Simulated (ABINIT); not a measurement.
I:

```
I
1.0
    -1.61746    1.61746    4.26481
     1.61746   -1.61746    4.26481
     1.61746    1.61746   -4.26481
I
1
Direct
  0.00000 0.00000 0.00000
```

```yaml
Program: ABINIT 10.8.3 (patched build)
Task: single point
Functional: PBE
Potentials_or_basis: JTH PAW PBE v2.0
Cutoff: 408 eV
k_mesh: 11 × 11 × 11
Occupations: fermi-dirac, width 0.05 eV
Spin: no spin polarisation
```

On this cell: pressure 0.1 GPa; band gap on the k mesh none (metal or under the smearing width).

The same run follows on a disturbed copy (cell strained at random at fixed volume):

```
I
1.0
    -1.58994    1.63206    4.23669
     1.68421   -1.64020    4.27552
     1.55534    1.60560   -4.23977
I
1
Direct
  0.00275 0.01163 0.01539
```

Q: What does the disturbed cell give?

A: The energy (extrapolated to zero smearing) moves by +0.0 meV/atom; pressure 0.0 GPa; band gap on the k mesh none (metal or under the smearing width).

Stress tensor (GPa, compression positive):
```
 0.04 -0.02 -0.03
-0.02 -0.08  0.00
-0.03  0.00  0.16
```

Caveats: an odd number of electrons without spin polarisation forces a metal; a magnetic or distorted state may lie lower.
